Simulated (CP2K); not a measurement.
**Ti under changes of volume**

One of the cells (17.676 Å³/atom); the others are scaled copies at fixed shape and fractional positions:

```
Ti
1.0
     2.84230    0.00000    0.00000
    -0.94743    2.67974    0.00000
    -0.94743   -1.33987    2.32072
Ti
1
Direct
  0.00000 0.00000 0.00000
```

This isn't the form of Ti at room conditions, which is hcp.

| Property | Result |
| --- | --- |
| Program | CP2K 2026.2 |
| Functional | LDA |
| Potentials or basis | GTH_POTENTIALS Ti GTH-PADE-q12; TZVP-MOLOPT-PBE-GTH basis |
| Density cutoff | 6123 eV |
| k mesh | 11 × 11 × 11 |
| Occupations | fermi-dirac, width 0.01 eV |
| Spin | no spin polarisation |

```csv
volume (Å³/atom),energy over the lowest point (meV/atom),pressure (GPa)
16.616,0.00,-5.2
16.969,?,?
17.323,32.13,-9.2
17.676,54.48,-11.0
18.030,80.63,-12.6
18.383,110.24,-14.1
18.737,142.87,-15.3
```

What does the run at 16.969 Å³/atom give?

Energy over the lowest point 13.87 meV/atom; pressure -7.3 GPa.

Worked out: A Birch-Murnaghan fit of order 3 (a polynomial in V^(-2/3)) to the other rows has no minimum within the range. It gives 13.78 meV/atom at 16.969 Å³/atom, against the run's 13.87, and -dE/dV = -7.3 GPa, against -7.3.

Energies are extrapolated to zero smearing.

Caveats: the basis of atomic orbitals isn't converged, which shifts pressures, moduli and gaps.
